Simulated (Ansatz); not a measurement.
The system is SnTe.

```
CELL_PARAMETERS angstrom
0.00000 3.61115 3.61115
3.61115 0.00000 3.61115
3.61115 3.61115 0.00000
ATOMIC_POSITIONS crystal
Te 0.25000 0.25000 0.25000
Sn 0.00000 0.00000 0.00000
```

Measurements of this composition are mostly on another form, of space group No. 225.

Base run:

```yaml
Program: Ansatz 0.2.0
Functional: PBEsol
Potentials_or_basis: Ansatz PAW
Cutoff: 420 eV
Density_cutoff: 1680 eV
k_mesh: 5 × 5 × 5
Occupations: fermi-dirac, width 0.05 eV
Spin: spin-orbit coupling, no magnetisation
```

Its results: pressure -1.4 GPa.

After a change of settings the same cell gave: pressure -2.2 GPa. Which change was it?
A. functional from PBEsol to LDA
B. k mesh from 5 × 5 × 5 to 7 × 7 × 7; spin from spin-orbit coupling, no magnetisation to no spin polarisation; potential files from those of the base run to others of the same set
C. k mesh from 5 × 5 × 5 to 7 × 7 × 7

A.

LDA binds more tightly than PBEsol, so the same cell stands under less pressure.

Caveats: the PAW data sets come from PBE, with cores solved anew for the run's functional, which leaves a small shift of forces and pressure.

Not every run made on this cell is shown here.
